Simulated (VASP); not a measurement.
The system is ZrO2.

```
Zr O
1.0
     3.59610    0.00000    0.00000
     0.00000    3.59610    0.00000
     0.00000    0.00000    5.17700
Zr O
2 4
Direct
  0.00000 0.00000 0.00000
  0.50000 0.50000 0.50000
  0.00000 0.50000 0.20300
  0.00000 0.50000 0.70300
  0.50000 0.00000 0.29700
  0.50000 0.00000 0.79700
```

| Property | Result |
| --- | --- |
| Program | VASP 6.6.1 |
| Task | relaxation of cell and atoms |
| Functional | LDA |
| Potentials or basis | VASP PAW LDA potentials, release 64 (Zr_sv, O) |
| Cutoff | 600 eV |
| k mesh | 8 × 8 × 6 |
| Occupations | gaussian, width 0.03 eV |
| Spin | no spin polarisation |

At the start: pressure -7.0 GPa; volume 11.16 Å³/atom.

Problem. Where does the relaxation end?

Solution. Over 13 steps the energy falls by 7.7 meV/atom and the volume is 10.79 Å³/atom (-3.3 %); space group P4_2/nmc (No. 137, to 0.05 Å).

The path:
```csv
step,energy change (eV),largest force (eV/Å),pressure (GPa),volume (Å³)
1,0.0000,0.0488,-6.98,66.95
2,0.0642,0.3309,12.54,62.35
3,-0.0413,0.0884,-0.13,65.13
4,-0.0413,0.0914,-0.01,65.09
5,-0.0427,0.0797,-0.01,65.04
6,-0.0454,0.0438,0.08,64.88
7,-0.0454,0.0164,0.30,64.56
8,-0.0462,0.0102,0.19,64.71
9,-0.0459,0.0246,-0.72,64.91
10,-0.0464,0.0032,-0.16,64.78
11,-0.0464,0.0008,-0.11,64.77
12,-0.0463,0.0003,0.25,64.69
13,-0.0464,0.0008,0.04,64.75
```

Final structure:
```yaml
crystal:
  lattice:
    - [3.55997, 0.00000, 0.00000]
    - [0.00000, 3.55997, 0.00000]
    - [0.00000, 0.00000, 5.10881]
  atoms:
    - { symbol: Zr, position: [0.00000, 0.00000, 0.00000] }
    - { symbol: Zr, position: [0.50000, 0.50000, 0.50000] }
    - { symbol: O, position: [0.00000, 0.50000, 0.20843] }
    - { symbol: O, position: [0.00000, 0.50000, 0.70844] }
    - { symbol: O, position: [0.50000, 0.00000, 0.29157] }
    - { symbol: O, position: [0.50000, 0.00000, 0.79157] }
```
